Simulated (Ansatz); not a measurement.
BeO (wurtzite)

```yaml
crystal:
  lattice:
    - [2.71181, 0.00000, 0.00000]
    - [-1.35591, 2.34850, 0.00000]
    - [0.00000, 0.00000, 8.80911]
  atoms:
    - { symbol: Be, position: [0.66667, 0.33333, 0.00075] }
    - { symbol: Be, position: [0.66667, 0.33333, 0.50075] }
    - { symbol: Be, position: [0.33333, 0.66667, 0.25075] }
    - { symbol: Be, position: [0.33333, 0.66667, 0.75075] }
    - { symbol: O, position: [0.66667, 0.33333, 0.31185] }
    - { symbol: O, position: [0.66667, 0.33333, 0.81185] }
    - { symbol: O, position: [0.33333, 0.66667, 0.06185] }
    - { symbol: O, position: [0.33333, 0.66667, 0.56185] }
```

The atoms are displaced by Q × the pattern below (from a DFPT mode at A = (0.0, 0.0, 0.5), largest move 1; Q in Å), at fixed cell. It is one choice among 2 degenerate patterns. (q is in reciprocal vectors of the primitive cell; the cell shown is doubled to hold the pattern.)

```json
[
 {"atom": "Be1", "x": "0.000", "y": "0.000", "z": "1.000"},
 {"atom": "Be2", "x": "0.000", "y": "0.000", "z": "-1.000"},
 {"atom": "Be3", "x": "0.000", "y": "0.000", "z": "0.085"},
 {"atom": "Be4", "x": "0.000", "y": "0.000", "z": "-0.085"},
 {"atom": "O5", "x": "0.000", "y": "0.000", "z": "0.262"},
 {"atom": "O6", "x": "0.000", "y": "0.000", "z": "-0.262"},
 {"atom": "O7", "x": "0.000", "y": "0.000", "z": "-0.454"},
 {"atom": "O8", "x": "0.000", "y": "0.000", "z": "0.454"}
]
```

Calculation: PBE (plane waves to 420 eV, PAW, scalar-relativistic; Ansatz, an electronic-structure program). k mesh 14×14×4 (Γ-centred), Fermi-Dirac smearing 0.05 eV. Compression counts positive. BeO was relaxed with its symmetry unable to fall. 

```json
[
 {"Q (Å)": "-0.180", "P (GPa)": "5.13"},
 {"Q (Å)": "-0.150", "P (GPa)": "3.51"},
 {"Q (Å)": "-0.120", "P (GPa)": "…"},
 {"Q (Å)": "-0.090", "P (GPa)": "…"},
 {"Q (Å)": "-0.060", "P (GPa)": "0.55"},
 {"Q (Å)": "-0.030", "P (GPa)": "0.13"},
 {"Q (Å)": "0.000", "P (GPa)": "0.00"},
 {"Q (Å)": "0.030", "P (GPa)": "0.13"},
 {"Q (Å)": "0.060", "P (GPa)": "0.55"},
 {"Q (Å)": "0.090", "P (GPa)": "…"},
 {"Q (Å)": "0.120", "P (GPa)": "…"},
 {"Q (Å)": "0.150", "P (GPa)": "3.51"},
 {"Q (Å)": "0.180", "P (GPa)": "5.13"}
]
```

### Question
Some entries are withheld; supply them.

### Answer

- -0.120, P (GPa): 2.22
- -0.090, P (GPa): 1.24
- 0.090, P (GPa): 1.24
- 0.120, P (GPa): 2.22

(For displaced atoms, the force is minus the slope of the energy, and its curvature is a force constant, which sets phonon frequencies.)
